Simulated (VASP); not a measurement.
# Ta2C (P-3m1) in VASP: single point with LDA

Aim: the single point of Ta2C with LDA.

Everything below comes from runs of VASP 6.6.1. Logs are shortened: lines on timing, memory, paths and dates and some standing lists are left out, and cuts for length are marked.

## 1. Starting point

Symmetry: P-3m1, No. 164, trigonal system. Conventional cell: a = 3.106 Å, b = 3.106 Å, c = 4.946 Å, α = 90.00°, β = 90.00°, γ = 120.00°. Ta (site symmetry 3m) is surrounded by 3 C at 2.18 Å. C (site symmetry -3m) has 6 Ta at 2.18 Å as nearest neighbours.

## 2. Single point, LDA

File INCAR:

```
PREC = Accurate ; ENCUT = 520
EDIFF = 1E-7 ; ISMEAR = -1
SIGMA = 0.05 ; LREAL = False
LASPH = True ; NELM = 100
ALGO = Fast ; ISIF = 2
LWAVE = False ; LCHARG = False
GGA = CA ; NBANDS = 20
```

File KPOINTS:

```
Automatic mesh
0
Gamma
  8 8 4
```

File POSCAR:

```
Ta2C
1.0
    3.1059000000      0.0000000000      0.0000000000
   -1.5529500000      2.6897883000      0.0000000000
    0.0000000000      0.0000000000      4.9464000000
Ta C
2 1
Direct
    0.3333333333      0.6666666667      0.2520099992
    0.6666666667      0.3333333333      0.7479900008
    0.0000000000      0.0000000000      0.0000000000
```

Potentials or basis: VASP PAW LDA potentials, release 64 (Ta_pv, C).

On the command line:

```sh
cat potpaw_LDA.64/Ta_pv/POTCAR potpaw_LDA.64/C/POTCAR > POTCAR
mpirun -np 1 vasp_std > vasp.out
```

OUTCAR:

```text
PREC = Accurate
   ENCUT = 520
   EDIFF = 1E-7
   ISMEAR = -1
   LREAL = False
   LASPH = True
   NELM = 100
   ISIF = 2
   GGA = CA

 ion  position               nearest neighbor table
   1  0.333  0.667  0.252-   3 2.18   3 2.18   3 2.18   2 3.04   2 3.04   2 3.04   2 3.07   2 3.07
                             2 3.07
   2  0.667  0.333  0.748-   3 2.18   3 2.18   3 2.18   1 3.04   1 3.04   1 3.04   1 3.07   1 3.07
                             1 3.07
   3  0.000  0.000  0.000-   1 2.18   2 2.18   2 2.18   1 2.18   2 2.18   1 2.18

  LATTYP: Found a hexagonal cell.
 ALAT       =     3.1059000000
 C/A-ratio  =     1.5925818603

  Lattice vectors:

 A1 = (   3.1059000000,   0.0000000000,   0.0000000000)
 A2 = (  -1.5529500000,   2.6897883000,   0.0000000000)
 A3 = (   0.0000000000,   0.0000000000,   4.9464000000)

Analysis of symmetry for initial positions (statically):
=====================================================================
 Subroutine PRICEL returns:
 Original cell was already a primitive cell.

 Routine SETGRP: Setting up the symmetry group for a
 hexagonal supercell.

 Subroutine GETGRP returns: Found 12 space group operations
 (whereof 12 operations were pure point group operations)
 out of a pool of 24 trial point group operations.

The static configuration has the point symmetry D_3d.

Analysis of symmetry for dynamics (positions and initial velocities):
=====================================================================
 Subroutine PRICEL returns:
 Original cell was already a primitive cell.

 Routine SETGRP: Setting up the symmetry group for a
 hexagonal supercell.

 Subroutine GETGRP returns: Found 12 space group operations
 (whereof 12 operations were pure point group operations)
 out of a pool of 24 trial point group operations.

The dynamic configuration has the point symmetry D_3d.

 Subroutine INISYM returns: Found 12 space group operations
 (whereof 12 operations are pure point group operations),
 and found     1 'primitive' translations

----------------------------------------------------------------------------------------

                                     Primitive cell

  volume of cell :      41.3233

  direct lattice vectors                    reciprocal lattice vectors
     3.105900000  0.000000000  0.000000000     0.321967868  0.185888235  0.000000000
    -1.552950000  2.689788300  0.000000000     0.000000000  0.371776470  0.000000000
     0.000000000  0.000000000  4.946400000     0.000000000  0.000000000  0.202167233

  length of vectors
[... 85 lines left out ...]
   LREAL  =      F    real-space projection
   EDIFFG = 0.1E-05   stopping-criterion for IOM
   NSW    =      0    number of steps for IOM
   IBRION =     -1    ionic relax: 0-MD 1-quasi-New 2-CG
   NFREE  =      0    steps in history (QN), initial steepest desc. (CG)
   ISIF   =      2    stress and relaxation
   ISYM   =      2    0-nonsym 1-usesym 2-fastsym
   POTIM  = 0.5000    time-step for ionic-motion
   TEBEG  =    0.0;   TEEND  =   0.0 temperature during run
   PSTRESS=    0.0 pullay stress
   NELECT =      26.0000    total number of electrons
   NUPDOWN=      -1.0000    fix difference up-down
   EMIN   =  10.00;   EMAX   =-10.00  energy-range for DOS
   EFERMI =   0.00;   METHOD = LEGACY
   ISMEAR =    -1;   SIGMA  =   0.05  broadening in eV -4-tet -1-fermi 0-gaus
   EFERMI_NEDOS =   21; number of points for ismear=-14 and -15
   IALGO  =     68    algorithm
   IMIX   =      4    mixing-type and parameters
     AMIX     =   0.40;   BMIX     =  1.00
     AMIX_MAG =   1.60;   BMIX_MAG =  1.00
  volume/ion in A,a.u.               =      13.77        92.95
  Fermi-wavevector in a.u.,A,eV,Ry     =   1.402817  2.650940 26.774843  1.967895
  Thomas-Fermi vector in A             =   2.525541
   LORBIT       =      0    0 simple, 1 ext, 2 COOP (PROOUT), +10 PAW based schemes
   GGA     = CA    functional components
   LHFCALC =     F    Hartree Fock is set to
   AEXX    =    0.0000 exact exchange contribution
   IVDW    =     0    specifies the selected vdW correction
   LEPSILON=     F    determine dielectric tensor
   LRPA    =     F    only Hartree local field effects (RPA)
 non-spin polarized calculation
 RMM-DIIS sequential band-by-band and
  energy-cutoff  :      520.00
  volume of cell :       41.32
 maximum number of plane-waves:      1132
 NGX is ok and might be reduce to    24
   NGX = 11   NGY = 11   NGZ = 19

 number of electron      26.0000001 magnetization

 Free energy of the ion-electron system (eV)
  ---------------------------------------------------
  ext. energy  EPLUGINS =         0.00000000
  ---------------------------------------------------
  free energy    TOTEN  =       -37.65612550 eV

  energy without entropy =      -37.64825459  energy(sigma->0) =      -37.65219005

 E-fermi :   6.4768     XC(G=0): -12.9400

 val. band max:        6.4696819887   @ k =   0.0000   0.0000   0.2500
 cond. band min:       6.5211430684   @ k =   0.1250   0.0000   0.5000
 fundamental gap:      0.0514610797
 Fermi energy:         6.4768290310

 k-point     1 :       0.0000    0.0000    0.0000
  band No.  band energies     occupation
      1     -28.2170      2.00000
      2     -27.5273      2.00000
      3     -27.5273      2.00000
      4     -27.4144      2.00000
      5     -27.4144      2.00000
      6     -27.3310      2.00000
[... 541 lines left out ...]
     19      12.2171      0.00000
     20      13.7099      0.00000

 [... further k-points ...]

------------------------ aborting loop because EDIFF is reached ----------------------------------------

  FORCE on cell =-STRESS in cart. coord.  units (eV):
  Direction    XX          YY          ZZ          XY          YZ          ZX
  --------------------------------------------------------------------------------------
  -------------------------------------------------------------------------------------
  Total       -1.7183441     -1.7183441     -1.9357149     -0.0000000      0.0000000      0.0000000
  in kB      -66.6232668    -66.6232667    -75.0511182     -0.0000000      0.0000000      0.0000000
  external PRESSURE =     -69.4325506 kB  Pullay stress =       0.0000000 kB

 VOLUME and BASIS-vectors are now :
 -----------------------------------------------------------------------------
  energy-cutoff  :      520.00
  volume of cell :       41.32
      direct lattice vectors                 reciprocal lattice vectors
     3.105900000  0.000000000  0.000000000     0.321967868  0.185888235  0.000000000
    -1.552950000  2.689788300  0.000000000     0.000000000  0.371776470  0.000000000
     0.000000000  0.000000000  4.946400000     0.000000000  0.000000000  0.202167233

 POSITION                                       TOTAL-FORCE (eV/Angst)
 -----------------------------------------------------------------------------------
     -0.00000      1.79319      1.24654         0.000000     -0.000000     -0.043051
      1.55295      0.89660      3.69986        -0.000000      0.000000      0.043051
      0.00000      0.00000      0.00000         0.000000      0.000000      0.000000
 -----------------------------------------------------------------------------------
    total drift:                               -0.000000      0.000000     -0.000000

  FREE ENERGIE OF THE ION-ELECTRON SYSTEM (eV)
  ---------------------------------------------------
  free  energy   TOTEN  =       -37.6561254999 eV

  energy  without entropy=      -37.6482545925  energy(sigma->0) =      -37.65219005
```

stdout:

```text
POSCAR found type information on POSCAR TaC
 POSCAR found :  2 types and       3 ions
 scaLAPACK will be used
 LDA part: xc-table for (Slater(with rela. corr.)+CA(PZ))
 , standard interpolation
 POSCAR, INCAR and KPOINTS ok, starting setup
 FFT: planning ... GRIDC
 FFT: planning ... GRID_SOFT
 FFT: planning ... GRID
 WAVECAR not read
 entering main loop
```

Run time: 17 s. Hardware: 1 thread of Intel Xeon Platinum 8488C (Sapphire Rapids), shared host; peak memory 0.15 GiB.

Results:

* Free energy: -37.6561 eV
* Pressure: -6.9 GPa
* Largest force: 0.043 eV/Å
* Band gap on the k mesh: none (metal or under the smearing width)

Forces in eV/Å, atoms in the order of the input:
```
Ta   0.000  0.000 -0.043
Ta   0.000  0.000  0.043
C    0.000  0.000  0.000
```

Levels at points of the mesh, in eV from the Fermi level:
```csv
k point,band 11,band 12,band 13,band 14,band 15,band 16
"(0.00, 0.00, 0.00)",-2.90,-0.07,0.45,0.45,1.07,1.07
"(0.50, 0.00, 0.00)",-3.72,-1.75,-0.25,3.26,3.38,4.55
"(0.00, 0.00, 0.50)",-1.80,-1.56,-0.33,-0.33,2.87,2.87
"(0.50, 0.00, 0.50)",-2.54,-1.10,-0.96,1.51,1.53,4.19
```
